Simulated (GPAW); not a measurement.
Crystal: C.

```
C
1.0
     2.52210    0.00000    0.00000
    -1.26105    2.18420    0.00000
     0.00000    0.00000   12.35570
C
12
Direct
  0.66667 0.33333 0.35417
  0.33333 0.66667 0.85417
  0.66667 0.33333 0.14583
  0.33333 0.66667 0.64583
  0.66667 0.33333 0.47917
  0.33333 0.66667 0.97917
  0.66667 0.33333 0.02083
  0.33333 0.66667 0.52083
  0.00000 0.00000 0.81250
  0.00000 0.00000 0.31250
  0.00000 0.00000 0.68750
  0.00000 0.00000 0.18750
```

This is a hexagonal form of diamond, not graphite.

Program: GPAW 26.7.0. Alike in all runs: no spin polarisation; cell as given; cutoff (eV) 800.

Task: Order these runs on this cell by their band gap on the k mesh, lowest first.
A. level PBEsol; potentials or basis PAW data sets generated in the run's folder for this functional, pw; k mesh 8 × 8 × 2; smearing fermi-dirac 0.05 eV; band path GMKGALHA,LM,KH; band points 100
B. level TB-mBJ; potentials or basis GPAW PAW data sets for LDA (gpaw-data 1.2.1), pw; k mesh 8 × 8 × 2; smearing fermi-dirac 0.05 eV
C. level PBE; potentials or basis GPAW PAW data sets (gpaw-data 1.2.1), pw; k mesh 12 × 12 × 3; smearing gaussian 0.012 eV
D. level r2SCAN; potentials or basis GPAW PAW data sets (gpaw-data 1.2.1), pw; k mesh 8 × 8 × 2; smearing fermi-dirac 0.05 eV; band path GMKGALHA,LM,KH; band points 100

Result: A (4.22 eV), C (4.38 eV), D (4.57 eV), B (5.15 eV).

Caveats: an odd mesh through Γ misses points on the zone boundary, where band edges often lie (some runs); a model potential gives levels but no total energy (some runs).
